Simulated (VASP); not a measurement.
Results of a VASP single-point calculation on Be$_{2}$C (strained antifluorite)

POSCAR

```
C  Be
 1.0000000000000000
     0.0000000000000000    2.1604856385000000    2.2144977794999998
     2.1604856385000000    0.0000000000000000    2.2144977794999998
     2.1604856385000000    2.1604856385000000    0.0000000000000000
 C   Be
   1   2
Cartesian
  0.0000000000000000  0.0000000000000000  0.0000000000000000
  1.0802428192500000  1.0802428192500000  1.1072488897499997
  3.2407284577500000  3.2407284577500000  3.3217466692499991
```

```
gap between bands v and c : 1.33 eV
least direct gap          : 4.38 eV
```

Band v is the last that the valence electrons fill when counted band by band, and c is the next. Levels in eV from the top of v:

```csv
point,v−1,v,c,c+1
Γ,0.00,0.00,4.38,4.38
X,-5.05,-4.92,1.33,5.81
K,-6.81,-3.96,3.87,9.09
L,-2.10,-1.78,5.20,5.57
W,-6.36,-6.05,6.25,8.87
```

Question: Which of these levels of theory gave these results?
A. PBE with spin–orbit coupling
B. PBE
C. LDA
D. HSE06
E. PBE0
F. PBEsol
G. r²SCAN

Answer: G.

The INCAR was:

```
LREAL = .FALSE.
LWAVE = .FALSE.
IBRION = -1
LASPH = .TRUE.
NSW = 0
ISIF = 2
ALGO = Normal
PREC = Accurate
NELM = 120
EDIFF = 1E-7
SIGMA = 0.01
ISMEAR = 0
LELF = .TRUE.
NBANDS = 11
LCHARG = .TRUE.
ENCUT = 520
METAGGA = R2SCAN
```
